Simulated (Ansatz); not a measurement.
The system is Se.

```
CELL_PARAMETERS angstrom
5.68100 3.27993 1.47633
-5.68100 3.27993 1.47633
0.00000 -6.55985 1.47633
ATOMIC_POSITIONS crystal
Se 0.83749 0.08182 0.71934
Se 0.08182 0.71934 0.83749
Se 0.71934 0.83749 0.08182
Se 0.16251 0.91818 0.28066
Se 0.91818 0.28066 0.16251
Se 0.28066 0.16251 0.91818
```

This isn't the form of Se at room conditions, which is trigonal, of chains.

```yaml
Program: Ansatz 0.2.0
Task: single point
Functional: PBE
Potentials_or_basis: Ansatz PAW
Cutoff: "420 eV (not typed: the program's choice for these potentials)"
k_mesh: 7 × 7 × 7
Occupations: fermi-dirac, width 0.05 eV
Spin: no spin polarisation
```

On this cell: pressure 2.7 GPa; largest force 0.469 eV/Å; band gap on the k mesh 1.21 eV, indirect (least direct gap 1.47 eV).

The same run follows on a disturbed copy (atoms moved at random, drawn with an rms of 0.05 Å):

```
CELL_PARAMETERS angstrom
5.68100 3.27993 1.47633
-5.68100 3.27993 1.47633
0.00000 -6.55985 1.47633
ATOMIC_POSITIONS crystal
Se 0.82577 0.06846 0.70469
Se 0.08806 0.72453 0.84622
Se 0.71867 0.84558 0.07863
Se 0.15723 0.91067 0.26989
Se 0.91369 0.28052 0.16503
Se 0.28274 0.17049 0.92720
```

What changes?

The energy moves by +13.6 meV/atom; pressure 3.1 GPa; largest force 1.081 eV/Å; band gap on the k mesh 1.18 eV, indirect (least direct gap 1.41 eV).

Forces on the atoms (eV/Å):
```
Se  -0.243  0.024  0.128
Se   0.492  0.584 -0.615
Se   0.279 -0.801 -0.548
Se  -0.077 -0.887  0.612
Se  -0.530  0.717  0.299
Se   0.079  0.363  0.124
```

Stress tensor (GPa, compression positive):
```
 2.84 -0.39 -0.52
-0.39  3.96  0.30
-0.52  0.30  2.60
```

Caveats: odd divisions of the mesh miss points on the zone boundary, where band edges often lie, so the gap on the mesh can be too wide.

A k mesh can miss the band edges.
